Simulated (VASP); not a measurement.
# NaI: single point with PBE

The system is NaI.

```xyz
2
Lattice="0.0000 3.2364 3.2364 3.2364 0.0000 3.2364 3.2364 3.2364 0.0000" Properties=species:S:1:pos:R:3 pbc="T T T"
I     3.2364    3.2364    3.2364
Na    0.0000    0.0000    0.0000
```

```json
{"Program": "VASP 6.6.1", "Task": "single point", "Functional": "PBE", "Potentials or basis": "VASP PAW PBE potentials, release 64 (I, Na_pv)", "Cutoff": "520 eV", "k mesh": "7 × 7 × 7", "Occupations": "gaussian, width 0.024 eV", "Spin": "no spin polarisation", "Further INCAR settings": "ALGO = Normal; EDIFF = 1e-06; NBANDS = 14"}
```

```json
{
 "Pressure": "0.4 GPa",
 "Band gap on the k mesh": "3.64 eV, direct"
}
```

Levels at points of the mesh, in eV from the valence-band top:
| k point | band 3 | band 4 | band 5 | band 6 | band 7 | band 8 | band 9 | band 10 | band 11 | band 12 |
| --- | --- | --- | --- | --- | --- | --- | --- | --- | --- | --- |
| (0.00, 0.00, 0.00) | -22.44 | -11.02 | 0.00 | 0.00 | 0.00 | 3.64 | 7.93 | 7.93 | 7.93 | 9.75 |

It took 20 s on 1 thread of Intel(R) Xeon(R) Platinum 8488C (Sapphire Rapids), with other jobs on the host, peak memory 0.21 GiB.

Caveat: spin-orbit coupling is left out, which moves the levels of the heavy elements.
